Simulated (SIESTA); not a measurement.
Input of a SIESTA 5.4.2 run:

The input In.fdf:

```
SystemName                      In
SystemLabel                     In
NumberOfSpecies                 1
NumberOfAtoms                   2
%block ChemicalSpeciesLabel
  1  49 In
%endblock ChemicalSpeciesLabel

LatticeConstant                 1.0 Ang
%block LatticeVectors
     3.3354847820     0.0000000000     0.0000000000
    -1.6677423910     2.8886145552     0.0000000000
     0.0000000000     0.0000000000     5.5091429200
%endblock LatticeVectors
AtomicCoordinatesFormat         Fractional
%block AtomicCoordinatesAndAtomicSpecies
     0.6666666667     0.3333333333     0.7500000000  1  In
     0.3333333333     0.6666666667     0.2500000000  1  In
%endblock AtomicCoordinatesAndAtomicSpecies

%block kgrid.MonkhorstPack
    7   0   0  0.0
    0   7   0  0.0
    0   0   4  0.0
%endblock kgrid.MonkhorstPack
XC.Functional                   GGA
XC.Authors                      PBEsol
PAO.BasisSize                   DZP
PAO.EnergyShift                 0.003 Ry
Mesh.Cutoff                     500 Ry
OccupationFunction              FD
ElectronicTemperature           0.05 eV
MaxSCFIterations                120
SCF.MustConverge                false
SCF.Mixer.Method                Pulay
SCF.Mixer.Weight                0.25
SCF.Mixer.History               8
SCF.DM.Tolerance                5.0e-05
SCF.H.Tolerance                 1.0e-03 eV
WriteForces                     true
Charge.Mulliken                 end
BandLinesScale                  ReciprocalLatticeVectors
%block BandLines
    1    0.000000   0.000000   0.000000  \Gamma
   11    0.500000   0.000000   0.000000  M
    7    0.333333   0.333333   0.000000  K
   13    0.000000   0.000000   0.000000  \Gamma
    6    0.000000   0.000000   0.500000  A
   11    0.500000   0.000000   0.500000  L
    7    0.333333   0.333333   0.500000  H
   13    0.000000   0.000000   0.500000  A
    1    0.500000   0.000000   0.500000  L
    6    0.500000   0.000000   0.000000  M
    1    0.333333   0.333333   0.000000  K
    6    0.333333   0.333333   0.500000  H
%endblock BandLines
%block PAO.Basis
  In 4
  n=5 0 2
    6.955 0.000
  n=5 1 2
    9.500 0.000
  n=4 2 2
    4.114 0.000
  n=5 2 1
    9.500
%endblock PAO.Basis
```

Potentials or basis: PseudoDojo 0.4 standard (PBEsol files), DZP (energy shift 0.003 Ry; two zetas on semicore shells).

Launch:

```bash
$ siesta In.fdf > In.out 2>&1
```

(1) Predict the pressure.

(2) What does it give for the band gap on the k mesh?

Answers

(1) -1.4 GPa.

(2) none (metal or under the smearing width).

Caveat: spin-orbit coupling is left out, which moves the levels of the heavy elements; the basis of atomic orbitals isn't converged, which shifts pressures, moduli and gaps.
